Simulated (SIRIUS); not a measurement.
CuO:

```
Cu O
1.0
     2.83633    0.00000    0.00000
    -1.41816    2.45633    0.00000
     0.00000    0.00000    2.76811
Cu O
1 1
Cartesian
  0.0000 0.0000 0.0000
  1.4182 0.8188 1.3841
```

Measurements of this composition are mostly on another form, of space group No. 15.

- Program: SIRIUS 7.12.0
- Task: relaxation of cell and atoms
- Functional: PBE
- Potentials or basis: PseudoDojo 0.4.1 PBE standard (scalar relativistic)
- Cutoff: 1254 eV
- Density cutoff: 5016 eV
- k mesh: 5 × 5 × 4
- Occupations: fermi-dirac, width 0.05 eV
- Spin: no spin polarisation

At the start: pressure -0.7 GPa; volume 9.64 Å³/atom.

Task: Where does the relaxation end?

Result: Over 5 steps the energy falls by 12.3 meV/atom and the volume is 9.69 Å³/atom (+0.5 %); space group P-6m2 (No. 187, to 0.05 Å).

Step by step:
```csv
step,energy change (eV),largest force (eV/Å),pressure (GPa),volume (Å³)
1,0.0000,0.0000,-0.75,19.29
2,-0.0043,0.0000,-0.46,19.27
3,-0.0231,0.0000,1.90,19.15
4,-0.0236,0.0000,1.53,19.19
5,-0.0245,0.0000,0.02,19.37
```

Final structure:
```xyz
2
Lattice="2.8926 0.0000 0.0000 -1.4463 2.5051 0.0000 0.0000 0.0000 2.6737" Properties=species:S:1:pos:R:3 pbc="T T T"
Cu    0.0000    0.0000    0.0000
O     1.4463    0.8350    1.3369
```

Caveat: the k mesh is coarse (spacing up to 0.57 Å⁻¹), so the values aren't converged; an odd number of electrons without spin polarisation forces a metal; a magnetic or distorted state may lie lower; the run has no spin polarisation, though such a crystal can be magnetic.
